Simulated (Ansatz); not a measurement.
Sb (fcc type) under strong compression

```
CELL_PARAMETERS angstrom
0.00000 2.39597 2.39597
2.39597 0.00000 2.39597
2.39597 2.39597 0.00000
ATOMIC_POSITIONS crystal
Sb 0.00000 0.00000 0.00000
```

The cell comes from a relaxation on PAW files under the same functional, begun from a prototype that needn't be the stable phase.

Its volume is scaled at fixed shape and fractional positions.

All numbers are PBE results (scalar-relativistic) from Ansatz 0.2.0, with a Γ-centred 15×15×15 k mesh, Fermi–Dirac smearing of 0.08 eV, no spin polarisation. Methods: LAPW: all electrons, basis error target 1 meV/atom; PAW: frozen-core files, cutoff 420 eV; crystal datasets: all electrons, by PAW datasets that the program makes for each cell; norm-conserving: pseudopotentials, cutoff 1088 eV; PAW (cutoff 800 eV): frozen-core files, cutoff 800 eV.

Energies are extrapolated to zero smearing and count from the unscaled cell; pressure is positive in compression; gaps take the mesh and a band path. No temperature or zero-point motion is included.

Spin–orbit coupling is left out, which matters for the heavy atoms.

```json
{"V/V0": "1.00", "V (Å³/atom)": "27.51", "P LAPW (GPa)": "0.00", "ΔE LAPW (eV/atom)": "0.000", "P PAW − LAPW (GPa)": "0.00", "ΔE PAW − LAPW (meV/atom)": "0.0"}
{"V/V0": "0.92", "V (Å³/atom)": "25.31", "P LAPW (GPa)": "5.90", "ΔE LAPW (eV/atom)": "0.038", "P PAW − LAPW (GPa)": "0.00", "ΔE PAW − LAPW (meV/atom)": "-0.1"}
{"V/V0": "0.84", "V (Å³/atom)": "23.11", "P LAPW (GPa)": "?", "ΔE LAPW (eV/atom)": "0.176", "P PAW − LAPW (GPa)": "-0.01", "ΔE PAW − LAPW (meV/atom)": "-0.1"}
{"V/V0": "0.76", "V (Å³/atom)": "20.91", "P LAPW (GPa)": "30.0", "ΔE LAPW (eV/atom)": "?", "P PAW − LAPW (GPa)": "0.00", "ΔE PAW − LAPW (meV/atom)": "-0.1"}
{"V/V0": "0.68", "V (Å³/atom)": "18.71", "P LAPW (GPa)": "54.4", "ΔE LAPW (eV/atom)": "1.043", "P PAW − LAPW (GPa)": "0.01", "ΔE PAW − LAPW (meV/atom)": "0.0"}
{"V/V0": "0.60", "V (Å³/atom)": "16.51", "P LAPW (GPa)": "96.7", "ΔE LAPW (eV/atom)": "2.053", "P PAW − LAPW (GPa)": "0.04", "ΔE PAW − LAPW (meV/atom)": "0.3"}
{"V/V0": "0.52", "V (Å³/atom)": "14.30", "P LAPW (GPa)": "172.3", "ΔE LAPW (eV/atom)": "3.850", "P PAW − LAPW (GPa)": "0.19", "ΔE PAW − LAPW (meV/atom)": "1.8"}
{"V/V0": "0.45", "V (Å³/atom)": "12.38", "P LAPW (GPa)": "293.8", "ΔE LAPW (eV/atom)": "6.575", "P PAW − LAPW (GPa)": "0.23", "ΔE PAW − LAPW (meV/atom)": "4.3"}
```

Question: Give the missing entry: row "0.76", column "ΔE LAPW (eV/atom)".

Answer: 0.478.

Question: What belongs in the row "0.84", column "P LAPW (GPa)"?

Answer: 15.12.

Question: Fit the Vinet equation to the LAPW pressures over the whole range, with residuals weighted by 1/(|P| + 0.03·Pmax).

Answer: V0 = 27.55 Å³/atom, B0 = 53.9 GPa and B0′ = 5.28, and the fit misses no point by more than 4.1 GPa. A fit over so wide a range pins B0 less well than one near rest.

Question: From the table, what is the rise of the enthalpy H = E + pV up to the last row, and how stiff is the crystal between the last two rows?

Answer: ΔH = 6.575 eV + (293.8 GPa × 12.38 Å³ + 0.00 GPa × 27.51 Å³) × 0.006242 eV/(GPa·Å³) = 29.28 eV/atom, of which pV makes 78 %. The mean bulk modulus there is −ΔP/Δln V = 841 GPa.

Question: At the smallest volume, how far do crystal datasets and norm-conserving and PAW (cutoff 800 eV) lie from LAPW in pressure?

Answer: crystal datasets: 0.00 GPa; norm-conserving: +0.78 GPa; PAW (cutoff 800 eV): +0.13 GPa, on a LAPW pressure of 293.8 GPa.

Question: How do the Löwdin populations by LAPW change from the unscaled cell to the last row?

Answer: Sb 5s 1.91 → 1.62, Sb 5p 3.03 → 3.25 electrons an atom. These are projections on the shells that the free atoms fill; 0.06 e a cell lies outside them at the start and 0.17 e at the end.
